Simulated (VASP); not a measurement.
# Pd (Fm-3m) in VASP: further runs

Runs on Pd. Level: PBE+D3(BJ). Tasks: relaxation of cell and atoms.

Program: VASP 6.6.1. These are calculated values, not measurements. Logs are shortened: lines on timing, memory, paths and dates and some standing lists are left out, and cuts for length are marked.

## 1. The structure

Symmetry: Fm-3m, No. 225, cubic system. The conventional cell has a = 3.893 Å, b = 3.893 Å, c = 3.893 Å, α = 90.00°, β = 90.00°, γ = 90.00°. Pd (site symmetry m-3m) is surrounded by 12 Pd at 2.75 Å.

## 2. Relaxation of cell and atoms, PBE+D3(BJ)

INCAR

```
PREC = Accurate
ENCUT = 600
EDIFF = 1E-6
ISMEAR = 1
SIGMA = 0.1
LREAL = False
LASPH = True
NELM = 80
ALGO = Normal
ISIF = 3
LWAVE = False
LCHARG = False
GGA = PE
IVDW = 12
IBRION = 2
NSW = 90
EDIFFG = -0.01
```

KPOINTS

```
Automatic mesh
0
Gamma
  16 16 16
```

POSCAR

```
Pd
1.0
    0.0000000000      1.9465000000      1.9465000000
    1.9465000000      0.0000000000      1.9465000000
    1.9465000000      1.9465000000      0.0000000000
Pd
1
Direct
    0.0000000000      0.0000000000      0.0000000000
```

Potentials or basis: VASP PAW PBE potentials, release 64 (Pd).

Launch:

```bash
cat potpaw_PBE.64/Pd/POTCAR > POTCAR
mpirun -np 1 vasp_std > vasp.out
```

OUTCAR:

```text
PREC = Accurate
   ENCUT = 600
   EDIFF = 1E-6
   ISMEAR = 1
   LREAL = False
   LASPH = True
   NELM = 80
   ISIF = 3
   GGA = PE
   IVDW = 12
   IBRION = 2
   NSW = 90
   EDIFFG = -0.01
 IVDW          = 12

 ion  position               nearest neighbor table
   1  0.000  0.000  0.000-

  LATTYP: Found a face centered cubic cell.
 ALAT       =     3.8930000000

  Lattice vectors:

 A1 = (   0.0000000000,   1.9465000000,   1.9465000000)
 A2 = (   1.9465000000,   0.0000000000,   1.9465000000)
 A3 = (   1.9465000000,   1.9465000000,   0.0000000000)

Analysis of symmetry for initial positions (statically):
=====================================================================
 Subroutine PRICEL returns:
 Original cell was already a primitive cell.

 Routine SETGRP: Setting up the symmetry group for a
 face centered cubic supercell.

 Subroutine GETGRP returns: Found 48 space group operations
 (whereof 48 operations were pure point group operations)
 out of a pool of 48 trial point group operations.

The static configuration has the point symmetry O_h .

Analysis of symmetry for dynamics (positions and initial velocities):
=====================================================================
 Subroutine PRICEL returns:
 Original cell was already a primitive cell.

 Routine SETGRP: Setting up the symmetry group for a
 face centered cubic supercell.

 Subroutine GETGRP returns: Found 48 space group operations
 (whereof 48 operations were pure point group operations)
 out of a pool of 48 trial point group operations.

The dynamic configuration has the point symmetry O_h .

 Subroutine INISYM returns: Found 48 space group operations
 (whereof 48 operations are pure point group operations),
 and found     1 'primitive' translations

----------------------------------------------------------------------------------------

                                     Primitive cell

  volume of cell :      14.7500

  direct lattice vectors                    reciprocal lattice vectors
     0.000000000  1.946500000  1.946500000    -0.256871307  0.256871307  0.256871307
     1.946500000  0.000000000  1.946500000     0.256871307 -0.256871307  0.256871307
     1.946500000  1.946500000  0.000000000     0.256871307  0.256871307 -0.256871307

  length of vectors
     2.752766699  2.752766699  2.752766699     0.444914156  0.444914156  0.444914156

  position of ions in fractional coordinates (direct lattice)
     0.000000000  0.000000000  0.000000000

  ion indices of the primitive-cell ions
[... 67 lines left out ...]
   ICHARG =      2    charge: 1-file 2-atom 10-const
   ISPIN  =      1    spin polarized calculation?
   LNONCOLLINEAR =      F non collinear calculations
   LSORBIT =      F    spin-orbit coupling
   LASPH  =      T    aspherical Exc in radial PAW
   ENCUT  =  600.0 eV  44.10 Ry    6.64 a.u.   5.50  5.50  5.50*2*pi/ulx,y,z
   NELM   =     80;   NELMIN=  2; NELMDL= -5     # of ELM steps
   EDIFF  = 0.1E-05   stopping-criterion for ELM
   LREAL  =      F    real-space projection
   EDIFFG = -.1E-01   stopping-criterion for IOM
   NSW    =     90    number of steps for IOM
   IBRION =      2    ionic relax: 0-MD 1-quasi-New 2-CG
   NFREE  =      1    steps in history (QN), initial steepest desc. (CG)
   ISIF   =      3    stress and relaxation
   ISYM   =      2    0-nonsym 1-usesym 2-fastsym
   POTIM  = 0.5000    time-step for ionic-motion
   TEBEG  =    0.0;   TEEND  =   0.0 temperature during run
   PSTRESS=    0.0 pullay stress
   NELECT =      10.0000    total number of electrons
   NUPDOWN=      -1.0000    fix difference up-down
   EMIN   =  10.00;   EMAX   =-10.00  energy-range for DOS
   EFERMI =   0.00;   METHOD = LEGACY
   ISMEAR =     1;   SIGMA  =   0.10  broadening in eV -4-tet -1-fermi 0-gaus
   EFERMI_NEDOS =   21; number of points for ismear=-14 and -15
   IALGO  =     38    algorithm
   IMIX   =      4    mixing-type and parameters
     AMIX     =   0.40;   BMIX     =  1.00
     AMIX_MAG =   1.60;   BMIX_MAG =  1.00
  volume/ion in A,a.u.               =      14.75        99.54
  Fermi-wavevector in a.u.,A,eV,Ry     =   1.438171  2.717748 28.141404  2.068335
  Thomas-Fermi vector in A             =   2.557167
   LORBIT       =      0    0 simple, 1 ext, 2 COOP (PROOUT), +10 PAW based schemes
   GGA     = PE    functional components
   LHFCALC =     F    Hartree Fock is set to
   AEXX    =    0.0000 exact exchange contribution
   IVDW    =    12    specifies the selected vdW correction
   LEPSILON=     F    determine dielectric tensor
   LRPA    =     F    only Hartree local field effects (RPA)
 conjugate gradient relaxation of ions
 non-spin polarized calculation
 Methfessel and Paxton  Order N= 1 SIGMA  =   0.10
  energy-cutoff  :      600.00
  volume of cell :       14.75
 maximum number of plane-waves:       531
 NGX is ok and might be reduce to    24
   NGX = 11   NGY = 11   NGZ = 11

--------------------------------------- Ionic step        1  -------------------------------------------

 number of electron      10.0000000 magnetization

 number of electron       9.9999999 magnetization

 Free energy of the ion-electron system (eV)
  ---------------------------------------------------
  ext. energy  EPLUGINS =         0.00000000
  ---------------------------------------------------
  free energy    TOTEN  =        -5.20600299 eV

  energy without entropy =       -5.20589797  energy(sigma->0) =       -5.20596798

------------------------ aborting loop because EDIFF is reached ----------------------------------------

 Edisp (eV)   -0.66810

 E8    (eV) :    -0.2953
[... 69 lines left out ...]
--------------------------------------- Ionic step        3  -------------------------------------------

 number of electron       9.9999999 magnetization

 Free energy of the ion-electron system (eV)
  ---------------------------------------------------
  ext. energy  EPLUGINS =         0.00000000
  ---------------------------------------------------
  free energy    TOTEN  =        -5.20318637 eV

  energy without entropy =       -5.20309927  energy(sigma->0) =       -5.20315734

 E-fermi :   9.8703     XC(G=0): -13.2097

 val. band max:        9.8651895861   @ k =   0.5000   0.1250   0.0000
 cond. band min:       9.8757443803   @ k =   0.5000   0.3750   0.0625
 fundamental gap:      0.0105547942
 Fermi energy:         9.8702779647

 k-point     1 :       0.0000    0.0000    0.0000
  band No.  band energies     occupation
      1       2.6831      2.00000
      2       7.0052      2.00000
      3       7.0052      2.00000
      4       7.0052      2.00000
      5       8.6276      2.00000
      6       8.6276      2.00000
      7      27.0502      0.00000
      8      31.8519      0.00000
      9      31.8519      0.00000
[... 265 lines left out ...]
 k-point    24 :      -0.0625    0.0625    0.0000
  band No.  band energies     occupation
      1       3.0574      2.00000
      2       6.8567      2.00000
      3       7.1233      2.00000
      4       7.1614      2.00000
      5       8.4917      2.00000
      6       8.6519      2.00000
      7      27.4238      0.00000
      8      30.0277      0.00000
      9      31.6425      0.00000

 [... further k-points ...]

------------------------ aborting loop because EDIFF is reached ----------------------------------------

 Edisp (eV)   -0.67108

 E8    (eV) :    -0.2966
[... 24 lines left out ...]
  FREE ENERGIE OF THE ION-ELECTRON SYSTEM (eV)
  ---------------------------------------------------
  free  energy   TOTEN  =        -5.8742696491 eV

  energy  without entropy=       -5.8741825438  energy(sigma->0) =       -5.87424061

 reached required accuracy - stopping structural energy minimisation
```

Wall time 13 s (1 thread of Intel Xeon 6975P-C (Granite Rapids), shared host); peak memory 0.17 GiB.

Results:

```yaml
Free_energy: -5.8743 eV
Relaxed_volume: 14.69 Å³/atom
Relaxed_cell: a = 2.749 Å, b = 2.749 Å, c = 2.749 Å, α = 60.00°, β = 60.00°, γ = 60.00°
Space_group_after_relaxing_to_0.05_Å: Fm-3m (No. 225)
Energy_gained_by_relaxing: 0.2 meV/atom
Ionic_steps: 3
Pressure_after_relaxing: 0.0 GPa
Band_gap_on_the_k_mesh: none (metal or under the smearing width)
Dispersion_energy_per_atom: -0.671 eV
```

Step by step:
| step | energy change (eV) | largest force (eV/Å) | pressure (GPa) | volume (Å³) |
| --- | --- | --- | --- | --- |
| 1 | 0.0000 | 0.0000 | -0.82 | 14.75 |
| 2 | 0.0002 | 0.0000 | 1.27 | 14.59 |
| 3 | -0.0002 | 0.0000 | 0.02 | 14.69 |

Final structure:
```
Pd
1.0
     0.00000    1.94373    1.94373
     1.94373    0.00000    1.94373
     1.94373    1.94373    0.00000
Pd
1
Cartesian
  0.0000 0.0000 0.0000
```

Levels at points of the mesh, in eV from the Fermi level:
```csv
k point,band 1,band 2,band 3,band 4,band 5,band 6,band 7,band 8,band 9
"(0.00, 0.00, 0.00)",-7.19,-2.87,-2.87,-2.87,-1.24,-1.24,17.18,21.98,21.98
"(0.50, 0.00, 0.00)",-5.34,-2.91,-2.91,-0.03,-0.03,0.99,7.35,16.54,21.14
"(0.50, 0.50, 0.00)",-5.44,-5.15,-0.06,0.29,0.29,3.34,10.81,13.22,13.22
```

Caveat: pairwise dispersion overbinds metals, which lowers pressure and volume.

(Part 1 of 2 ends here.)
